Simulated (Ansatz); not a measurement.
# InP3: the cost of one run

Computed with Ansatz 0.2.0 (DFT PBE, scalar-relativistic, plane waves, PAW, unless a step's input says otherwise).

### Step 1. The starting structure

It takes space group I4/mmm (No. 139, tetragonal). Conventional cell: a = 4.143 Å, b = 4.143 Å, c = 9.254 Å, α = 90.00°, β = 90.00°, γ = 90.00°. Around In (site symmetry 4/mmm) lie 12 P at 2.93 to 3.11 Å. P (site symmetry 4/mmm) is surrounded by 4 In at 2.93 Å. P (site symmetry -4m2) has 8 P at 2.93 to 3.11 Å and 4 In at 3.11 Å as nearest neighbours.

Structure file:

```xyz
4
Lattice="-2.0714 2.0714 4.6271 2.0714 -2.0714 4.6271 2.0714 2.0714 -4.6271" Properties=species:S:1:pos:R:3 pbc="T T T"
In    0.0000    0.0000    0.0000
P     0.0000    0.0000    4.6271
P     2.0714    0.0000    2.3135
P     0.0000    2.0714    2.3135
```

This is candidate A: TiAl3 (D0_22) type (I4/mmm, No. 139).

(A quick probe on a coarse mesh, which set the mesh and smearing, is not shown.)

### Step 3. Rough relaxation on the coarse mesh (candidate A)

Input file input.yaml:

```yaml
crystal:
  lattice:
    - [-2.0714307985, 2.0714307985, 4.6270921732]
    - [2.0714307985, -2.0714307985, 4.6270921732]
    - [2.0714307985, 2.0714307985, -4.6270921732]
  atoms:
    - { symbol: In, position: [0.0, 0.0, 0.0] }
    - { symbol: P, position: [0.5, 0.5, 0.0] }
    - { symbol: P, position: [0.25, 0.75, 0.5] }
    - { symbol: P, position: [0.75, 0.25, 0.5] }
basis:
  ecutwfc: 420
kpoints:
  mp_grid: { grid: [6, 6, 6] }
hamiltonian:
  xc: pbe
scf:
  occupations: { method: gaussian, width: 0.1 }
  lower_state_search: "off"
output:
  forces: true
  stress: true
  eigenvalues: true
relax:
  adjacent_minimum: "off"
  f_tol: 0.04
  max_steps: 70
  cell: { stress_tol: 0.4 }
```

The run is started by

```bash
> ansatz run input.yaml --threads 1 --pin off --max-ram 2560MiB --backend cpu --events-out ev --progress --plain --runs-dir out
```

What time and memory should one allow on 1 thread of Intel Xeon 6975P-C (Granite Rapids), shared host?

About 23 s, with a peak of 0.45 GiB.
